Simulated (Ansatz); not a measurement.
All numbers below come from Ansatz, DFT PBE, scalar-relativistic, plane waves, PAW.

Plane waves to 420 eV, a k mesh through Γ of 9×9×6 on the computed 4-atom cell and Gaussian smearing (0.02 eV); no spin polarisation.

Structure with the computed forces (eV/Å) in the last three columns:

```xyz
4
Lattice="3.2772 0.0000 0.0000 -1.6386 2.8382 0.0000 0.0000 0.0000 4.9453" Properties=species:S:1:pos:R:3:forces:R:3 pbc="T T T" pressure_GPa=7.48
Al    0.0000    1.8921    0.1490    0.0000    0.0000   -8.4020
Al    1.6386    0.9461    2.6217    0.0000    0.0000   -8.4020
N     0.0000    1.8921    1.7549    0.0000    0.0000    8.4010
N     1.6386    0.9461    4.2276    0.0000    0.0000    8.4010
```

Stress tensor (GPa, compression positive):

```
-22.11   0.00   0.00
  0.00 -22.11   0.00
  0.00   0.00  66.67
```